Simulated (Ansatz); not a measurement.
# SnS2: the cost of one run

Method: DFT PBE, scalar-relativistic, plane waves, PAW, in Ansatz 0.2.0.

1 further run of the same task is left out (set aside as unsound or not needed).

**1. The starting structure**

It takes space group P-3m1 (No. 164, trigonal). Conventional cell: a = 3.703 Å, b = 3.703 Å, c = 6.828 Å, α = 90.00°, β = 90.00°, γ = 120.00°. Sn (site symmetry -3m) has 6 S at 2.60 Å in its first shell of neighbours. S (site symmetry 3m) is surrounded by 3 Sn at 2.60 Å.

As a file:

```cif
data_structure
_symmetry_space_group_name_H-M 'P 1'
_symmetry_Int_Tables_number 1
_cell_length_a 3.7031
_cell_length_b 3.7031
_cell_length_c 6.8277
_cell_angle_alpha 90.000
_cell_angle_beta 90.000
_cell_angle_gamma 120.000
_cell_volume 81.08
loop_
_atom_site_label
_atom_site_type_symbol
_atom_site_fract_x
_atom_site_fract_y
_atom_site_fract_z
_atom_site_occupancy
Sn1 Sn 0.00000 0.00000 0.00000 1
S1 S 0.33333 0.66667 0.21645 1
S2 S 0.66667 0.33333 0.78355 1
```

It goes back to an entry of the Materials Project.

It is the result of an earlier relaxation at this level (volume 27.03 Å³/atom; gap on the mesh: 1.54 eV).

The host's static dielectric tensor, from an earlier linear-response run, has a mean of 12.34.

**2. Reference: the perfect crystal in the supercell**

The input, input.yaml:

```yaml
crystal:
  lattice:
    - [11.1093747444, -6.4140004992, 0.0]
    - [-11.1093747444, -6.4140004992, 0.0]
    - [0.0, 0.0, -13.6553523014]
  atoms:
    - { symbol: Sn, position: [0.1666666667, 0.8333333333, 0.5] }
    - { symbol: Sn, position: [0.1666666667, 0.8333333333, 0.0] }
    - { symbol: Sn, position: [0.6666666667, 0.8333333333, 0.5] }
    - { symbol: Sn, position: [0.6666666667, 0.8333333333, 0.0] }
    - { symbol: Sn, position: [0.3333333333, 0.6666666667, 0.5] }
    - { symbol: Sn, position: [0.3333333333, 0.6666666667, 0.0] }
    - { symbol: Sn, position: [0.0, 0.5, 0.5] }
    - { symbol: Sn, position: [0.0, 0.5, 0.0] }
    - { symbol: Sn, position: [0.8333333333, 0.6666666667, 0.5] }
    - { symbol: Sn, position: [0.8333333333, 0.6666666667, 0.0] }
    - { symbol: Sn, position: [0.5, 0.5, 0.5] }
    - { symbol: Sn, position: [0.5, 0.5, 0.0] }
    - { symbol: Sn, position: [0.1666666667, 0.3333333333, 0.5] }
    - { symbol: Sn, position: [0.1666666667, 0.3333333333, 0.0] }
    - { symbol: Sn, position: [0.6666666667, 0.3333333333, 0.5] }
    - { symbol: Sn, position: [0.6666666667, 0.3333333333, 0.0] }
    - { symbol: Sn, position: [0.3333333333, 0.1666666667, 0.5] }
    - { symbol: Sn, position: [0.3333333333, 0.1666666667, 0.0] }
    - { symbol: Sn, position: [0.0, 0.0, 0.5] }
    - { symbol: Sn, position: [0.0, 0.0, 0.0] }
    - { symbol: Sn, position: [0.8333333333, 0.1666666667, 0.5] }
    - { symbol: Sn, position: [0.8333333333, 0.1666666667, 0.0] }
    - { symbol: Sn, position: [0.5, 1.0, 0.5] }
    - { symbol: Sn, position: [0.5, 1.0, 0.0] }
    - { symbol: S, position: [1.0, 0.6666666667, 0.3917750057] }
    - { symbol: S, position: [1.0, 0.6666666667, 0.8917750057] }
    - { symbol: S, position: [0.5, 0.6666666667, 0.3917750057] }
    - { symbol: S, position: [0.5, 0.6666666667, 0.8917750057] }
    - { symbol: S, position: [0.1666666667, 0.5, 0.3917750057] }
    - { symbol: S, position: [0.1666666667, 0.5, 0.8917750057] }
    - { symbol: S, position: [0.8333333333, 0.3333333333, 0.3917750057] }
    - { symbol: S, position: [0.8333333333, 0.3333333333, 0.8917750057] }
    - { symbol: S, position: [0.6666666667, 0.5, 0.3917750057] }
    - { symbol: S, position: [0.6666666667, 0.5, 0.8917750057] }
    - { symbol: S, position: [0.3333333333, 0.3333333333, 0.3917750057] }
    - { symbol: S, position: [0.3333333333, 0.3333333333, 0.8917750057] }
    - { symbol: S, position: [0.0, 0.1666666667, 0.3917750057] }
    - { symbol: S, position: [0.0, 0.1666666667, 0.8917750057] }
    - { symbol: S, position: [0.5, 0.1666666667, 0.3917750057] }
    - { symbol: S, position: [0.5, 0.1666666667, 0.8917750057] }
    - { symbol: S, position: [0.1666666667, 0.0, 0.3917750057] }
    - { symbol: S, position: [0.1666666667, 0.0, 0.8917750057] }
    - { symbol: S, position: [0.8333333333, 0.8333333333, 0.3917750057] }
    - { symbol: S, position: [0.8333333333, 0.8333333333, 0.8917750057] }
    - { symbol: S, position: [0.6666666667, 1.0, 0.3917750057] }
    - { symbol: S, position: [0.6666666667, 1.0, 0.8917750057] }
    - { symbol: S, position: [0.3333333333, 0.8333333333, 0.3917750057] }
    - { symbol: S, position: [0.3333333333, 0.8333333333, 0.8917750057] }
    - { symbol: S, position: [0.1666666667, 0.6666666667, 0.1082249943] }
    - { symbol: S, position: [0.1666666667, 0.6666666667, 0.6082249943] }
    - { symbol: S, position: [0.6666666667, 0.6666666667, 0.1082249943] }
    - { symbol: S, position: [0.6666666667, 0.6666666667, 0.6082249943] }
    - { symbol: S, position: [0.3333333333, 0.5, 0.1082249943] }
    - { symbol: S, position: [0.3333333333, 0.5, 0.6082249943] }
    - { symbol: S, position: [1.0, 0.3333333333, 0.1082249943] }
    - { symbol: S, position: [1.0, 0.3333333333, 0.6082249943] }
    - { symbol: S, position: [0.8333333333, 0.5, 0.1082249943] }
    - { symbol: S, position: [0.8333333333, 0.5, 0.6082249943] }
    - { symbol: S, position: [0.5, 0.3333333333, 0.1082249943] }
    - { symbol: S, position: [0.5, 0.3333333333, 0.6082249943] }
    - { symbol: S, position: [0.1666666667, 0.1666666667, 0.1082249943] }
    - { symbol: S, position: [0.1666666667, 0.1666666667, 0.6082249943] }
    - { symbol: S, position: [0.6666666667, 0.1666666667, 0.1082249943] }
    - { symbol: S, position: [0.6666666667, 0.1666666667, 0.6082249943] }
    - { symbol: S, position: [0.3333333333, 0.0, 0.1082249943] }
    - { symbol: S, position: [0.3333333333, 0.0, 0.6082249943] }
    - { symbol: S, position: [1.0, 0.8333333333, 0.1082249943] }
    - { symbol: S, position: [1.0, 0.8333333333, 0.6082249943] }
    - { symbol: S, position: [0.8333333333, 1.0, 0.1082249943] }
    - { symbol: S, position: [0.8333333333, 1.0, 0.6082249943] }
    - { symbol: S, position: [0.5, 0.8333333333, 0.1082249943] }
    - { symbol: S, position: [0.5, 0.8333333333, 0.6082249943] }
basis:
  ecutwfc: 420
  xc_grid: 2
kpoints:
  mp_grid: { grid: [1, 1, 1], shift: [0.0, 0.0, 0.0] }
hamiltonian:
  xc: pbe
scf:
  occupations: { method: gaussian, width: 0.01 }
output:
  forces: true
  stress: true
  eigenvalues: true
```

Run with:

```
ansatz run input.yaml --threads 4 --pin off --max-ram 10240MiB --backend cpu --events-out ev --progress --plain --runs-dir out
```

What time and memory should one allow on 4 threads of AMD EPYC 7R43 (Zen 3), shared host?

About 27 s, with a peak of 2.3 GiB.
